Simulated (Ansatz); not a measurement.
Fe, DFT, PBE, PAW with Ansatz's default frozen-core files, scalar-relativistic (Ansatz 0.2.0), run on 1 thread of Arm Neoverse V1 on a shared host.

The cell is the one relaxed in the Materials Project (mp-150), not relaxed further here; entries there can be hypothetical. The listed cell was then made from it by scaling, straining or moving an atom.

Command: `ansatz run input.yaml --threads 1 --pin off --max-ram 3072MiB --backend cpu --events-out ev --progress --plain --runs-dir out`

```yaml
crystal:
  lattice:
    - [-0.0365555117, 1.8094978294, 1.8094978294]
    - [1.8094978294, -0.0365555117, 1.8094978294]
    - [1.8094978294, 1.8094978294, -0.0365555117]
  atoms:
    - { symbol: Fe, position: [0.0, 0.0, 0.0], spin: 3.0 }
magnetization:
  spin_polarized: true
kpoints:
  mp_grid: { grid: [17, 17, 17] }
scf:
  occupations: { method: fermi_dirac, width: 0.03 }
hamiltonian:
  xc: pbe
  pseudopotentials: { kind: paw }
output:
  forces: true
  stress: true
  eigenvalues: true
  efg: { contact_densities: true }
```

How large is the problem that the program sets up?

489 irreducible k-points, 253 plane waves at Γ, 14 bands.

About how long does it take?

44 s of wall time for 14 SCF iterations. Times on shared machines scatter by tens of per cent.

And the same cell and mesh by LAPW (all electrons), asked for forces, stress, eigenvalues, on the same hardware?

3.8 min.

And the same cell and mesh by all-electron PAW (datasets made for this crystal), asked for forces, stress, eigenvalues, efg, on the same hardware?

100 s.
